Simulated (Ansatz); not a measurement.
SiC in the wurtzite structure, relaxed with r2SCAN in the plane-wave code Ansatz. Space group P6_3mc (No. 186), hexagonal; conventional cell a = 3.075 Å, c = 5.048 Å, 10.34 Å³ an atom. Around Si lie 4 C at 1.88–1.90 Å; around C lie 4 Si at 1.88–1.90 Å.

The axes x, y and z are those of this cell:
```
CELL_PARAMETERS angstrom
3.07536 0.00000 0.00000
-1.53768 2.66334 0.00000
0.00000 0.00000 5.04811
ATOMIC_POSITIONS crystal
Si 0.33333 0.66667 0.99959
Si 0.66667 0.33333 0.49959
C 0.33333 0.66667 0.37541
C 0.66667 0.33333 0.87541
```

Unstrained: PBE gives an indirect gap of 2.277 eV, from Γ to K; the least direct gap is 3.978 eV at M. With r2SCAN the valence top lies at Γ and the conduction bottom at K, 2.653 eV higher; the smallest vertical gap, at M, is 4.476 eV. HSE06 gives an indirect gap of 3.160 eV, from Γ to K; the least direct gap is 5.060 eV at M. Meshes: PBE 12×12×6, r2SCAN 12×12×6, HSE06 6×6×4. Strains are changes of length per length. After each strain the atoms were relaxed again with r2SCAN within the symmetry that the strain leaves, so tilts or polar shifts that break it weren't tested; points keep the names that they have in the unstrained zone. The values are computed, spin-unpolarised, and not measurements.

Problem. Apply uniaxial -2.0 % along z, other directions held. How far does the gap move, against the unstrained cell?

Solution. PBE: the gap goes from 2.277 to 2.315 eV (+0.038 eV); with r2SCAN the top three valence levels at Γ, grouped 2+1 from the top over 112 meV, become 1+2 over 86 meV. r2SCAN: the gap goes from 2.653 to 2.695 eV (+0.042 eV). HSE06: the gap goes from 3.160 to 3.211 eV (+0.051 eV). The r2SCAN energy rises by 7.6 meV an atom.

Problem. Apply uniaxial +4.0 % along z, other directions held. How far does the gap move, against the unstrained cell?

Solution. PBE: the gap goes from 2.277 to 2.114 eV (-0.163 eV); with r2SCAN the top three valence levels at Γ, grouped 2+1 from the top over 112 meV, become 2+1 over 427 meV. r2SCAN: the gap goes from 2.653 to 2.469 eV (-0.184 eV). HSE06: the gap goes from 3.160 to 2.989 eV (-0.171 eV). The r2SCAN energy rises by 27.8 meV an atom.

Problem. Apply uniaxial -4.0 % along z, other directions held. How far does the gap move, against the unstrained cell?

Solution. PBE: the gap goes from 2.277 to 2.238 eV (-0.039 eV); with r2SCAN the top three valence levels at Γ, grouped 2+1 from the top over 112 meV, become 1+2 over 311 meV. r2SCAN: the gap goes from 2.653 to 2.620 eV (-0.033 eV). HSE06: the gap goes from 3.160 to 3.139 eV (-0.021 eV). The r2SCAN energy rises by 31.2 meV an atom.

Problem. Estimate what uniaxial -3.0 % along z, other directions held does to the gap.

Solution. PBE: the gap goes from 2.277 to 2.277 eV (0.000 eV); with r2SCAN the top three valence levels at Γ, grouped 2+1 from the top over 112 meV, become 1+2 over 195 meV. r2SCAN: the gap goes from 2.653 to 2.658 eV (+0.005 eV). HSE06: the gap goes from 3.160 to 3.176 eV (+0.016 eV). The r2SCAN energy rises by 17.4 meV an atom.

Problem. Estimate what uniaxial -1.0 % along z, other directions held does to the gap.

Solution. PBE: the gap goes from 2.277 to 2.333 eV (+0.056 eV); with r2SCAN the top three valence levels at Γ, grouped 2+1 from the top over 112 meV, become 2+1 over 16 meV. r2SCAN: the gap goes from 2.653 to 2.714 eV (+0.061 eV). HSE06: the gap goes from 3.160 to 3.219 eV (+0.059 eV). The r2SCAN energy rises by 1.9 meV an atom.

Problem. Estimate what uniaxial +1.0 % along z, other directions held does to the gap.

Solution. PBE: the gap goes from 2.277 to 2.226 eV (-0.051 eV); with r2SCAN the top three valence levels at Γ, grouped 2+1 from the top over 112 meV, become 2+1 over 202 meV. r2SCAN: the gap goes from 2.653 to 2.596 eV (-0.057 eV). HSE06: the gap goes from 3.160 to 3.107 eV (-0.053 eV). The r2SCAN energy rises by 1.8 meV an atom.

Problem. Estimate what uniaxial +2.0 % along z, other directions held does to the gap.

Solution. PBE: the gap goes from 2.277 to 2.182 eV (-0.095 eV); with r2SCAN the top three valence levels at Γ, grouped 2+1 from the top over 112 meV, become 2+1 over 285 meV. r2SCAN: the gap goes from 2.653 to 2.546 eV (-0.107 eV). HSE06: the gap goes from 3.160 to 3.060 eV (-0.100 eV). The r2SCAN energy rises by 7.2 meV an atom.

Problem. Estimate what uniaxial +3.0 % along z, other directions held does to the gap.

Solution. PBE: the gap goes from 2.277 to 2.144 eV (-0.133 eV); with r2SCAN the top three valence levels at Γ, grouped 2+1 from the top over 112 meV, become 2+1 over 360 meV. r2SCAN: the gap goes from 2.653 to 2.504 eV (-0.149 eV). HSE06: the gap goes from 3.160 to 3.021 eV (-0.139 eV). The r2SCAN energy rises by 15.9 meV an atom.

The meshes of the hybrids are coarse, so their gaps aren't converged to the digits shown.

The splittings at Γ are without spin-orbit coupling, which regroups them where it is of like size or larger.
